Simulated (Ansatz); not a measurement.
A run of Ansatz 0.2.0 is set up as follows.

The input input.yaml:

```yaml
crystal:
  lattice:
    - [4.54534955, 0.0, 0.0]
    - [0.0, 5.51961944, 0.0]
    - [0.0, 0.0, 4.90919686]
  atoms:
    - { symbol: Ti, position: [0.0, 0.17299093, 0.75] }
    - { symbol: Ti, position: [0.5, 0.32700907, 0.25] }
    - { symbol: Ti, position: [0.0, 0.82700907, 0.25] }
    - { symbol: Ti, position: [0.5, 0.67299093, 0.75] }
    - { symbol: O, position: [0.27145062, 0.38172464, 0.91864908] }
    - { symbol: O, position: [0.77145062, 0.11827536, 0.08135092] }
    - { symbol: O, position: [0.22854938, 0.11827536, 0.41864908] }
    - { symbol: O, position: [0.72854938, 0.38172464, 0.58135092] }
    - { symbol: O, position: [0.27145062, 0.61827536, 0.41864908] }
    - { symbol: O, position: [0.77145062, 0.88172464, 0.58135092] }
    - { symbol: O, position: [0.22854938, 0.88172464, 0.91864908] }
    - { symbol: O, position: [0.72854938, 0.61827536, 0.08135092] }
hamiltonian:
  xc: pbe
  pseudopotentials: { kind: paw, level: accurate }
kpoints:
  mp_grid: { grid: [6, 5, 6] }
scf:
  occupations: { method: fermi_dirac, width: 0.05 }
output:
  forces: true
  stress: true
  eigenvalues: true
  write_density: true
  write_potential: true
  elf: true
  volumetric_format: npy
relax:
  f_tol: 0.01
  max_steps: 40
  cell: { stress_tol: 0.05 }
```

Potentials or basis: Ansatz PAW earlier set.

The run is started by

```console
$ ansatz run input.yaml --threads 4 --pin off --max-ram 11264MiB --backend cpu --events-out ev --progress --plain --runs-dir out
```

(1) Predict the space group after relaxing (to 0.05 Å).

(2) Predict the relaxed cell.

(3) Estimate the relaxed volume.

(4) Estimate the band gap on the k mesh.

## Answers

(1) Pbcn (No. 60).

(2) a = 4.579 Å, b = 5.574 Å, c = 4.923 Å, α = 90.00°, β = 90.00°, γ = 90.00°.

(3) 10.47 Å³/atom.

(4) 2.62 eV, indirect (least direct gap 2.66 eV).

Caveat: odd divisions of the mesh miss points on the zone boundary, where band edges often lie, so the gap on the mesh can be too wide; the plane-wave basis is chosen anew once the cell has moved, so the energies of steps on either side of that aren't comparable.
